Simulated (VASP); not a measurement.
# InAs (F-43m) in VASP: band structure with TB-mBJ

Aim: the band structure of InAs with TB-mBJ.

Everything below comes from runs of VASP 6.6.1. Logs are shortened: lines on timing, memory, paths and dates and some standing lists are left out, and cuts for length are marked.

**Measured values to compare with.**

A printed reference work, data compilation reports, for a bulk crystal of InAs at 4.2 K: band gap 0.418 eV (direct).

The runs below are set against these values where they give the same quantity.

## Step 1: Starting point

Symmetry: F-43m, No. 216, cubic system. Conventional cell: a = 6.090 Å, b = 6.090 Å, c = 6.090 Å, α = 90.00°, β = 90.00°, γ = 90.00°. In (site symmetry -43m) has 4 As at 2.64 Å as nearest neighbours. As (site symmetry -43m) has 4 In at 2.64 Å as nearest neighbours.

## Step 2: Band structure, TB-mBJ

Contents of POSCAR:

```
InAs                                    
1.0
    0.0000000000      3.0451190926      3.0451190926
    3.0451190926      0.0000000000      3.0451190926
    3.0451190926      3.0451190926      0.0000000000
  In              As            
     1     1
Direct
     0.0000000000000000    0.0000000000000000    0.0000000000000000
     0.2500000000000000    0.2500000000000000    0.2500000000000000
```

Contents of INCAR.step1:

```
SYSTEM = InAs
PREC = Accurate
ENCUT = 520
EDIFF = 1E-5
ISMEAR = 0
SIGMA = 0.02
LREAL = .FALSE.
LASPH = .TRUE.
NELM = 100
ALGO = Normal
ISIF = 2
LWAVE = .TRUE.
LCHARG = .FALSE.
GGA = PE
```

Contents of INCAR.step2:

```
SYSTEM = InAs
PREC = Accurate
ENCUT = 520
EDIFF = 1E-7
ISMEAR = 0
SIGMA = 0.02
LREAL = .FALSE.
LASPH = .TRUE.
NELM = 100
ALGO = Normal
ISIF = 2
LWAVE = .FALSE.
LCHARG = .FALSE.
METAGGA = MBJ
ISTART = 1
```

Contents of KPOINTS:

```
regular mesh
0
G
  10 10 10
  0 0 0
```

Contents of KPOINTS_OPT:

```
path GXWKGLUWLK,UX
10
line-mode
reciprocal
 0.0000000000  0.0000000000  0.0000000000  G
 0.5000000000  0.0000000000  0.5000000000  X

 0.5000000000  0.0000000000  0.5000000000  X
 0.5000000000  0.2500000000  0.7500000000  W

 0.5000000000  0.2500000000  0.7500000000  W
 0.3750000000  0.3750000000  0.7500000000  K

 0.3750000000  0.3750000000  0.7500000000  K
 0.0000000000  0.0000000000  0.0000000000  G

 0.0000000000  0.0000000000  0.0000000000  G
 0.5000000000  0.5000000000  0.5000000000  L

 0.5000000000  0.5000000000  0.5000000000  L
 0.6250000000  0.2500000000  0.6250000000  U

 0.6250000000  0.2500000000  0.6250000000  U
 0.5000000000  0.2500000000  0.7500000000  W

 0.5000000000  0.2500000000  0.7500000000  W
 0.5000000000  0.5000000000  0.5000000000  L

 0.5000000000  0.5000000000  0.5000000000  L
 0.3750000000  0.3750000000  0.7500000000  K

 0.6250000000  0.2500000000  0.6250000000  U
 0.5000000000  0.0000000000  0.5000000000  X
```

Potentials or basis: VASP PAW PBE potentials, release 64 (In_d, As).

Launch:

```
$ cat potpaw_PBE.64/In_d/POTCAR potpaw_PBE.64/As/POTCAR > POTCAR
$ cp INCAR.step1 INCAR
$ mpirun -np 1 vasp_std > vasp.out
$ cp INCAR.step2 INCAR
$ mpirun -np 1 vasp_std > vasp.out
```

OUTCAR:

```text
SYSTEM = InAs
   PREC = Accurate
   ENCUT = 520
   EDIFF = 1E-7
   ISMEAR = 0
   LREAL = .FALSE.
   LASPH = .TRUE.
   NELM = 100
   ISIF = 2
   METAGGA = MBJ
   ISTART = 1

 ion  position               nearest neighbor table
   1  0.000  0.000  0.000-   2 2.64   2 2.64   2 2.64   2 2.64
   2  0.250  0.250  0.250-   1 2.64   1 2.64   1 2.64   1 2.64

  LATTYP: Found a face centered cubic cell.
 ALAT       =     6.0902381852

  Lattice vectors:

 A1 = (   0.0000000000,   3.0451190926,   3.0451190926)
 A2 = (   3.0451190926,   0.0000000000,   3.0451190926)
 A3 = (   3.0451190926,   3.0451190926,   0.0000000000)

Analysis of symmetry for initial positions (statically):
=====================================================================
 Subroutine PRICEL returns:
 Original cell was already a primitive cell.

 Routine SETGRP: Setting up the symmetry group for a
 face centered cubic supercell.

 Subroutine GETGRP returns: Found 24 space group operations
 (whereof 24 operations were pure point group operations)
 out of a pool of 48 trial point group operations.

The static configuration has the point symmetry T_d .

Analysis of symmetry for dynamics (positions and initial velocities):
=====================================================================
 Subroutine PRICEL returns:
 Original cell was already a primitive cell.

 Routine SETGRP: Setting up the symmetry group for a
 face centered cubic supercell.

 Subroutine GETGRP returns: Found 24 space group operations
 (whereof 24 operations were pure point group operations)
 out of a pool of 48 trial point group operations.

The dynamic configuration has the point symmetry T_d .

 Subroutine INISYM returns: Found 24 space group operations
 (whereof 24 operations are pure point group operations),
 and found     1 'primitive' translations

----------------------------------------------------------------------------------------

                                     Primitive cell

  volume of cell :      56.4733

  direct lattice vectors                    reciprocal lattice vectors
     0.000000000  3.045119093  3.045119093    -0.164197191  0.164197191  0.164197191
     3.045119093  0.000000000  3.045119093     0.164197191 -0.164197191  0.164197191
     3.045119093  3.045119093  0.000000000     0.164197191  0.164197191 -0.164197191

  length of vectors
     4.306448720  4.306448720  4.306448720     0.284397877  0.284397877  0.284397877

  position of ions in fractional coordinates (direct lattice)
     0.000000000  0.000000000  0.000000000
     0.250000000  0.250000000  0.250000000

  ion indices of the primitive-cell ions
   primitive index   ion index
                 1           1
                 2           2

----------------------------------------------------------------------------------------

 KPOINTS: regular mesh

Automatic generation of k-mesh.
 Grid dimensions read from file:
 generate k-points for:   10   10   10

 Generating k-lattice:

  Cartesian coordinates                     Fractional coordinates (reciprocal lattice)
    -0.016419719  0.016419719  0.016419719     0.100000000  0.000000000  0.000000000
     0.016419719 -0.016419719  0.016419719     0.000000000  0.100000000  0.000000000
     0.016419719  0.016419719 -0.016419719     0.000000000  0.000000000  0.100000000

  Length of vectors
     0.028439788  0.028439788  0.028439788

  Shift w.r.t. Gamma in fractional coordinates (k-lattice)
     0.000000000  0.000000000  0.000000000

 Subroutine IBZKPT returns following result:
 ===========================================

 Found     47 irreducible k-points:

 Following reciprocal coordinates:
            Coordinates               Weight
  0.000000  0.000000  0.000000      1.000000
  0.100000  0.000000  0.000000      8.000000
  0.200000  0.000000  0.000000      8.000000
  0.300000  0.000000  0.000000      8.000000
  0.400000  0.000000  0.000000      8.000000
  0.500000  0.000000  0.000000      4.000000
[... 16 lines left out ...]
  0.300000  0.300000  0.000000      6.000000
  0.400000  0.300000  0.000000     24.000000
 [... further k-points ...]
   k-points           NKPTS =     47   k-points in BZ     NKDIM =     47   number of bands    NBANDS=     13
   number of dos      NEDOS =    301   number of ions     NIONS =      2
   total plane-waves  NPLWV =  32768
   dimension x,y,z NGX =    32 NGY =   32 NGZ =   32
   dimension x,y,z NGXF=    64 NGYF=   64 NGZF=   64
   ions per type =               1   1
   NGX,Y,Z   is equivalent  to a cutoff of  12.35, 12.35, 12.35 a.u.
   NGXF,Y,Z  is equivalent  to a cutoff of  24.71, 24.71, 24.71 a.u.
 SYSTEM =  InAs
   PREC   = accura    normal or accurate (medium, high low for compatibility)
   ISTART =      1    job   : 0-new  1-cont  2-samecut
   ICHARG =      0    charge: 1-file 2-atom 10-const
   ISPIN  =      1    spin polarized calculation?
   LNONCOLLINEAR =      F non collinear calculations
   LSORBIT =      F    spin-orbit coupling
   LASPH  =      T    aspherical Exc in radial PAW
   ENCUT  =  520.0 eV  38.22 Ry    6.18 a.u.   8.01  8.01  8.01*2*pi/ulx,y,z
   NELM   =    100;   NELMIN=  2; NELMDL=  0     # of ELM steps
   EDIFF  = 0.1E-06   stopping-criterion for ELM
   LREAL  =      F    real-space projection
   EDIFFG = 0.1E-05   stopping-criterion for IOM
   NSW    =      0    number of steps for IOM
   IBRION =     -1    ionic relax: 0-MD 1-quasi-New 2-CG
[... 8 lines left out ...]
   EMIN   =  10.00;   EMAX   =-10.00  energy-range for DOS
   EFERMI =   0.00;   METHOD = LEGACY
   ISMEAR =     0;   SIGMA  =   0.02  broadening in eV -4-tet -1-fermi 0-gaus
   EFERMI_NEDOS =   21; number of points for ismear=-14 and -15
   IALGO  =     38    algorithm
   IMIX   =      4    mixing-type and parameters
     AMIX     =   0.40;   BMIX     =  1.00
     AMIX_MAG =   1.60;   BMIX_MAG =  1.00
  volume/ion in A,a.u.               =      28.24       190.55
  Fermi-wavevector in a.u.,A,eV,Ry     =   1.118282  2.113247 17.014833  1.250555
  Thomas-Fermi vector in A             =   2.254912
   LORBIT       =      0    0 simple, 1 ext, 2 COOP (PROOUT), +10 PAW based schemes
   METAGGA = MBJ    functional components
   LHFCALC =     F    Hartree Fock is set to
   AEXX    =    0.0000 exact exchange contribution
   IVDW    =     0    specifies the selected vdW correction
   LEPSILON=     F    determine dielectric tensor
   LRPA    =     F    only Hartree local field effects (RPA)
 non-spin polarized calculation
 Gauss-broadening in eV      SIGMA  =   0.02
  energy-cutoff  :      520.00
  volume of cell :       56.47
 maximum number of plane-waves:      1533
   NGX = 17   NGY = 17   NGZ = 17

 number of electron      17.9999992 magnetization

 Free energy of the ion-electron system (eV)
  ---------------------------------------------------
  ext. energy  EPLUGINS =         0.00000000
  ---------------------------------------------------
  free energy    TOTEN  =       397.40271049 eV

  energy without entropy =      397.40271049  energy(sigma->0) =      397.40271049

 E-fermi :   4.4495     XC(G=0):  -8.5954

 val. band max:        4.3008896731   @ k =   0.0000   0.0000   0.0000
 cond. band min:       4.9009689078   @ k =   0.0000   0.0000   0.0000
 fundamental gap:      0.6000792346
 Fermi energy:         4.4494806175

 k-point     1 :       0.0000    0.0000    0.0000
  band No.  band energies     occupation
      1     -10.4506      2.00000
      2     -10.4506      2.00000
      3     -10.4504      2.00000
      4     -10.3058      2.00000
      5     -10.3058      2.00000
      6      -7.1564      2.00000
      7       4.3006      2.00000
      8       4.3006      2.00000
      9       4.3009      2.00000
     10       4.9010      0.00000
     11       8.6384      0.00000
     12       8.6384      0.00000
     13       8.6398      0.00000

 k-point     2 :       0.1000    0.0000    0.0000
  band No.  band energies     occupation
      1     -10.4595      2.00000
      2     -10.4474      2.00000
      3     -10.4472      2.00000
      4     -10.3059      2.00000
      5     -10.3059      2.00000
      6      -7.0603      2.00000
      7       3.1282      2.00000
      8       4.1896      2.00000
      9       4.1899      2.00000
     10       5.7647      0.00000
     11       8.7143      0.00000
     12       8.8137      0.00000
     13       8.8149      0.00000

 k-point     3 :       0.2000    0.0000    0.0000
  band No.  band energies     occupation
      1     -10.4823      2.00000
      2     -10.4393      2.00000
      3     -10.4392      2.00000
      4     -10.3058      2.00000
      5     -10.3058      2.00000
      6      -6.7872      2.00000
      7       1.6748      2.00000
      8       3.9340      2.00000
      9       3.9344      2.00000
     10       6.1820      0.00000
     11       9.1724      0.00000
     12       9.1733      0.00000
     13       9.3571      0.00000
[... 305 lines left out ...]
 k-point    23 :       0.3000    0.3000    0.0000
  band No.  band energies     occupation
      1     -10.5459      2.00000
      2     -10.4071      2.00000
      3     -10.4070      2.00000
      4     -10.3236      2.00000
      5     -10.2933      2.00000
      6      -6.1279      2.00000
      7       0.3670      2.00000
      8       2.7438      2.00000
      9       2.7441      2.00000
     10       6.8866      0.00000
     11       7.5471      0.00000
     12      11.6031      0.00000
     13      11.6040      0.00000

 k-point    24 :       0.4000    0.3000    0.0000
  band No.  band energies     occupation
      1     -10.5618      2.00000
      2     -10.4003      2.00000
      3     -10.3987      2.00000
      4     -10.3260      2.00000
      5     -10.2916      2.00000
      6      -5.8063      2.00000
      7      -0.2550      2.00000
      8       2.3357      2.00000
      9       2.5593      2.00000
     10       6.9317      0.00000
     11       7.6076      0.00000
     12      11.3748      0.00000
     13      12.0148      0.00000

 [... further k-points ...]

------------------------ aborting loop because EDIFF is reached ----------------------------------------

  FORCE on cell =-STRESS in cart. coord.  units (eV):
  Direction    XX          YY          ZZ          XY          YZ          ZX
  --------------------------------------------------------------------------------------
  -------------------------------------------------------------------------------------
  Total      -63.3430213    -63.3430213    -63.3430213      0.0000000     -0.0000000      0.0000000
  in kB    -1797.0762904  -1797.0762904  -1797.0762904      0.0000000     -0.0000000      0.0000000
  external PRESSURE =   -1797.0762904 kB  Pullay stress =       0.0000000 kB

 VOLUME and BASIS-vectors are now :
 -----------------------------------------------------------------------------
  energy-cutoff  :      520.00
  volume of cell :       56.47
      direct lattice vectors                 reciprocal lattice vectors
     0.000000000  3.045119093  3.045119093    -0.164197191  0.164197191  0.164197191
     3.045119093  0.000000000  3.045119093     0.164197191 -0.164197191  0.164197191
     3.045119093  3.045119093  0.000000000     0.164197191  0.164197191 -0.164197191

 POSITION                                       TOTAL-FORCE (eV/Angst)
 -----------------------------------------------------------------------------------
      0.00000      0.00000      0.00000         0.000000      0.000000      0.000000
      1.52256      1.52256      1.52256        -0.000000     -0.000000     -0.000000
 -----------------------------------------------------------------------------------
    total drift:                                0.000099      0.000099      0.000099

  FREE ENERGIE OF THE ION-ELECTRON SYSTEM (eV)
  ---------------------------------------------------
  free  energy   TOTEN  =       397.4027104875 eV

  energy  without entropy=      397.4027104875  energy(sigma->0) =      397.40271049
```

It took 2.5 min on 1 thread of Intel Xeon Platinum 8488C (Sapphire Rapids), shared host; peak memory 0.21 GiB.

Results:

```yaml
Band_gap_on_the_k_mesh: 0.60 eV, direct
Band_gap_along_the_path: 0.60 eV, direct
```

Levels at the corners of the path, in eV from the valence-band top:
| point | band 5 | band 6 | band 7 | band 8 | band 9 | band 10 | band 11 | band 12 | band 13 |
| --- | --- | --- | --- | --- | --- | --- | --- | --- | --- |
| Γ | -14.61 | -11.46 | 0.00 | 0.00 | 0.00 | 0.60 | 4.34 | 4.34 | 4.34 |
| X | -14.59 | -9.60 | -5.38 | -2.11 | -2.11 | 2.22 | 2.59 | 9.71 | 9.75 |
| X | -14.59 | -9.60 | -5.38 | -2.11 | -2.11 | 2.22 | 2.59 | 9.71 | 9.75 |
| W | -14.60 | -9.56 | -5.24 | -2.66 | -2.55 | 4.55 | 4.72 | 5.55 | 6.55 |
| W | -14.60 | -9.56 | -5.24 | -2.66 | -2.55 | 4.55 | 4.72 | 5.55 | 6.55 |
| K | -14.60 | -9.62 | -5.24 | -2.93 | -1.76 | 2.70 | 4.68 | 7.73 | 7.83 |
| K | -14.60 | -9.62 | -5.24 | -2.93 | -1.76 | 2.70 | 4.68 | 7.73 | 7.83 |
| Γ | -14.61 | -11.46 | 0.00 | 0.00 | 0.00 | 0.60 | 4.34 | 4.34 | 4.34 |
| Γ | -14.61 | -11.46 | 0.00 | 0.00 | 0.00 | 0.60 | 4.34 | 4.34 | 4.34 |
| L | -14.60 | -10.11 | -5.29 | -0.89 | -0.89 | 1.61 | 5.06 | 5.06 | 7.60 |
| L | -14.60 | -10.11 | -5.29 | -0.89 | -0.89 | 1.61 | 5.06 | 5.06 | 7.60 |
| U | -14.60 | -9.62 | -5.24 | -2.93 | -1.76 | 2.70 | 4.68 | 7.73 | 7.83 |
| U | -14.60 | -9.62 | -5.24 | -2.93 | -1.76 | 2.70 | 4.68 | 7.73 | 7.83 |
| W | -14.60 | -9.56 | -5.24 | -2.66 | -2.55 | 4.55 | 4.72 | 5.55 | 6.55 |
| W | -14.60 | -9.56 | -5.24 | -2.66 | -2.55 | 4.55 | 4.72 | 5.55 | 6.55 |
| L | -14.60 | -10.11 | -5.29 | -0.89 | -0.89 | 1.61 | 5.06 | 5.06 | 7.60 |
| L | -14.60 | -10.11 | -5.29 | -0.89 | -0.89 | 1.61 | 5.06 | 5.06 | 7.60 |
| K | -14.60 | -9.62 | -5.24 | -2.93 | -1.76 | 2.70 | 4.68 | 7.73 | 7.83 |
| U | -14.60 | -9.62 | -5.24 | -2.93 | -1.76 | 2.70 | 4.68 | 7.73 | 7.83 |
| X | -14.59 | -9.60 | -5.38 | -2.11 | -2.11 | 2.22 | 2.59 | 9.73 | 9.75 |

Caveat: the PAW data sets were made with another functional, which shifts forces and pressure a little; spin-orbit coupling is left out, which moves the levels of the heavy elements.

## Step 3: Comparison with measurements

Step 2. Against the measured gap of InAs, 0.418 eV (direct; 4.2 K; a printed reference work, data compilation), the calculated 0.60 eV is off by +0.18 eV. Spin-orbit coupling on As, In is left out. The value is that of TB-mBJ, without temperature or zero-point motion.
